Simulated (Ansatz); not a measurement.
VH$_{2}$: strain energy, fitted

VH$_{2}$, Fm-3m, a = 4.164 Å. The structure is a COD entry; whether it is the stable form wasn't checked. Ansatz: PBEsol, PAW, 420 eV, Γ-centred 12×12×8 mesh on 6 atoms, Gaussian smearing 0.10 eV; no spin polarisation. Series: uniaxial strain along c, with a, b and atoms relaxed; x is the strain in per cent. The axes a, b, c are those of the computed cell (2.945, 2.945, 4.164 Å), along [1 1 0], [-1 1 0], [0 0 1] of the cell named above. y is the free energy over the unstrained cell, V0 = 6.017 Å³/atom.

| x (%) | y (meV/atom) |
| --- | --- |
| -3.0 | 4.00 |
| -2.0 | 1.77 |
| -1.0 | 0.44 |
| 0.0 | 0.00 |
| 1.0 | ? |
| 2.0 | 1.79 |
| 3.0 | 3.94 |

Fit y = c2 x² + c3 x³ to the other rows, turn c2 into a modulus, and predict the missing energy.

Least squares on the rows shown. y = 0.4417 x² − 0.0009189 x³. In eV per unit strain² c2 is 4.417; this is Young's modulus along the axis (E = ½ Y V0 ε²): 2 × 4.417 × 160.2 / (6.017) = 235 GPa. At x = 1.0 the fit asked for gives 0.44 meV/atom. The run gave 0.46 meV/atom, so the fit is 0.02 meV/atom too low, within twice the rms miss on the fitted rows (0.01 meV/atom).